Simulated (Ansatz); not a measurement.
From input file to script: Li2Se, space group Fm-3m in Ansatz 0.2.0.

```yaml
crystal:
  lattice:
    - [0.0, 3.0025, 3.0025]
    - [3.0025, 0.0, 3.0025]
    - [3.0025, 3.0025, 0.0]
  atoms:
    - { symbol: Li, position: [0.25, 0.25, 0.25] }
    - { symbol: Li, position: [0.75, 0.75, 0.75] }
    - { symbol: Se, position: [0.0, 0.0, 0.0] }
kpoints:
  mp_grid:
    grid: [4, 4, 4]
hamiltonian:
  xc: pbe
  pseudopotentials:
    kind: paw
scf:
  occupations:
    method: fixed
gw:
  n_empty_bands: 60
  ecut_chi: 100.0
  qp_bands: [v2, c2]
```

The script, `gw_li2se.py`:
```python
"""Quasiparticle gap of Li2Se by G0W0."""

import ansatz as az

lattice = az.Lattice.of(
    (0.0, 3.0025, 3.0025),
    (3.0025, 0.0, 3.0025),
    (3.0025, 3.0025, 0.0),
)
sites = [
    ("Li", (0.25, 0.25, 0.25)),
    ("Li", (0.75, 0.75, 0.75)),
    ("Se", (0.0, 0.0, 0.0)),
]
system = az.Crystal(lattice=lattice)
for symbol, position in sites:
    system = system.atom(symbol, position)

job = (
    system.calculation()
    .functional("pbe")
    .pseudopotentials("paw")
    .kpoints(4)
    .occupations("fixed")
    .gw(empty_bands=60, screening_cutoff=100, quasiparticle_bands=("v2", "c2"))
)
events = []
outcome = job.session().plan().execute(on_event=events.append, runs_dir="gw_run")
gw = next(e["data"] for e in events if e["event"] == "gw_qp")
top = gw["frontier_bands"]["highest_filled_band"]
for qp in gw["qp"]:
    if qp["ik"] == 0:
        print("band", qp["band"], "shift", round(qp["e_qp_ev"] - qp["eps_ks_ev"], 3), "eV, Z =", round(qp["z"], 3))
for key, label in (("eps_ks_ev", "Kohn-Sham"), ("e_qp_ev", "G0W0")):
    filled = max(qp[key] for qp in gw["qp"] if qp["band"] <= top)
    empty = min(qp[key] for qp in gw["qp"] if qp["band"] > top)
    print(f"{label} gap on the mesh: {empty - filled:.3f} eV")
print("static dielectric eigenvalues (RPA, this mesh):", [round(e, 3) for e in gw["screening"][0]["eps_tensor_eigenvalues"]])
```

Running `python gw_li2se.py` prints:
```text
DeckWarning: basis.ecutwfc = 420 eV, auto-derived from the records' recommended cutoffs: set by Li (normal level)
band 10 shift -0.887 eV, Z = 0.793
band 11 shift -0.887 eV, Z = 0.793
band 12 shift 0.52 eV, Z = 0.82
band 13 shift 0.701 eV, Z = 0.817
Kohn-Sham gap on the mesh: 2.977 eV
G0W0 gap on the mesh: 4.197 eV
static dielectric eigenvalues (RPA, this mesh): [4.23, 4.23, 4.23]
```
(Warnings from the package without file and line.)

Reading the output:
- Energy and stress may still move on a finer k-point mesh.
- The structure is a deposited one; some such entries were measured under pressure or heat, so a shift against it needn't be the functional's error alone.
- Mesh, empty bands and screening cutoff are small, so the quasiparticle gap isn't converged, and it is read on the mesh points alone. Spin-orbit coupling is left out, which matters for heavy elements.
- Finished in 7.7 s on 1 thread of Intel(R) Xeon(R) Platinum 8488C (Sapphire Rapids), on a shared host, peak memory 0.42 GiB.

(Lines on the test bed's own set-up are left out of the output.)
